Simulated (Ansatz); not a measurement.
Mn in several cubic structure types, each at its own equilibrium volume.

These are results of PBE, plane waves, PAW datasets (generated hard set) (Ansatz), not measurements.

Settings: cutoff 700 eV; no spin polarisation; Fermi–Dirac smearing of 0.0612 eV; k-meshes 28³ (bcc), 19³ (diamond), 27³ (fcc).

(1) Rank the structures by energy per atom, lowest first.
A. bcc
B. fcc
C. diamond

(2) Give the equilibrium volume and bulk modulus of each.

Answers

(1) B (0.0 meV/atom), A (75 meV/atom), C (1334 meV/atom).

(2) 
| structure | V₀ (Å³/atom) | B₀ (GPa) |
| --- | --- | --- |
| bcc | 10.78 | 278 |
| diamond | 15.17 | 146 |
| fcc | 10.74 | 281 |

Only these cubic types are compared here; the real ground state can be another structure or magnetic.

Model structures, not the usual forms at ambient conditions (metastable or hypothetical): Mn (bcc type), Mn (diamond type), Mn (fcc type). The real material is magnetic: without spin this is a model state, and volume, stiffness and gap can lie far from those of the magnetic ground state. Spin polarisation is left out, and a magnetic state may lie lower.
